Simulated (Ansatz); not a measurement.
# Symmetry broken, then relaxed in BN

The calculation used DFT PBEsol, scalar-relativistic, plane waves, PAW in Ansatz 0.2.0. Cutoff 420 eV, Γ-centred 12×12×4 k-points, Gaussian smearing of 0.05 eV. No spin polarisation. Energies are free energies at this smearing, counted from the undisturbed cell; pressure is positive in compression.

Reference structure (relaxed at this level):

```
CELL_PARAMETERS angstrom
2.50435 0.00000 0.00000
-1.25217 2.16883 0.00000
0.00000 0.00000 7.01909
ATOMIC_POSITIONS crystal
B 0.33333 0.66667 0.25000
B 0.66667 0.33333 0.75000
N 0.33333 0.66667 0.75000
N 0.66667 0.33333 0.25000
```

The cell holds layers and no dispersion correction was added, so their binding is poorly described.

The atoms are displaced (Å, in the unstrained cell):

| atom | ux | uy | uz |
| --- | --- | --- | --- |
| B1 | 0.002 | 0.032 | 0.047 |
| B2 | 0.034 | 0.001 | 0.019 |
| N3 | -0.015 | 0.075 | 0.043 |
| N4 | -0.021 | -0.108 | -0.109 |

The cell is strained by (0.0057, 0.0095, -0.0081, -0.0209, -0.0019, -0.0173) (xx, yy, zz, yz, xz, xy; engineering shear). Cell and atoms are then relaxed.

Does the relaxation return to the undisturbed structure?

Yes (up to a choice of domain or origin): same space group and volume, and an energy 0.0 meV/atom from it. The disturbance itself cost 189.0 meV/atom. The final space group reads P6_3/mmc (tolerance 0.05 Å) and the volume changes by -0.13 %.

Final structure:

```
B N
1.0
     2.50418    0.00000   -0.00108
    -1.25209    2.16866   -0.00498
    -0.00314   -0.01764    7.01111
B N
2 2
Direct
  0.33306 0.66777 0.24964
  0.66694 0.33223 0.75036
  0.33361 0.66556 0.75035
  0.66639 0.33444 0.24965
```

The relaxation, step by step (energy from the first step; small jumps at an unchanged geometry come where the plane waves are selected anew for the new cell):

```csv
step,ΔE (meV/atom),largest force component (eV/Å),pressure (GPa)
1,0.0,6.269,-0.66
2,-134.3,2.965,-5.47
3,-182.2,0.667,-1.68
4,-189.3,0.009,-0.10
5,-189.3,0.009,-0.10
6,-189.3,0.002,-0.03
7,-189.0,0.002,-0.10
8,-188.9,0.000,0.05
9,-189.0,0.001,0.06
```

Cost: 3 runs of about 4.8 core-minutes in all, on Arm Neoverse N1 (shared hosts).